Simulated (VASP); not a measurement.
Cr, 2 atoms in the cell. Symmetry: P6_3/mmc, No. 194, hexagonal system. The conventional cell has a = 2.413 Å, b = 2.413 Å, c = 4.302 Å, α = 90.00°, β = 90.00°, γ = 120.00°. Cr (site symmetry -6m2) is surrounded by 12 Cr at 2.41 to 2.56 Å. This isn't the form of Cr at room conditions, which is bcc.

```yaml
Program: VASP 6.6.1
Task: relaxation of shape and atoms at fixed volume
Functional: PBE
Potentials_or_basis: VASP PAW PBE potentials, release 64 (Cr_pv)
Cutoff: 600 eV
k_mesh: 21 × 21 × 10
Occupations: gaussian, width 0.1 eV
Spin: no spin polarisation
Dipole_correction: no
Further_INCAR_settings: ALGO = Fast; EDIFF = 1e-06; IBRION = 2; EDIFFG = -0.01; NSW = 50; ISIF = 4
```

Potentials or basis: VASP PAW PBE potentials, release 64 (Cr_pv).

Launch:

```console
$ cat potpaw_PBE.64/Cr_pv/POTCAR > POTCAR
$ mpirun -np 1 vasp_std > vasp.out
```

Hardware: 1 thread of Intel(R) Xeon(R) Platinum 8559C (Emerald Rapids), with other jobs on the host.

**Question.** How long does it take, and how much memory?

**Answer.** It took 2.2 min on 1 thread of Intel(R) Xeon(R) Platinum 8559C (Emerald Rapids), with other jobs on the host, peak memory 0.22 GiB. Counts: scf iterations 34, k points 288, ion steps 3.
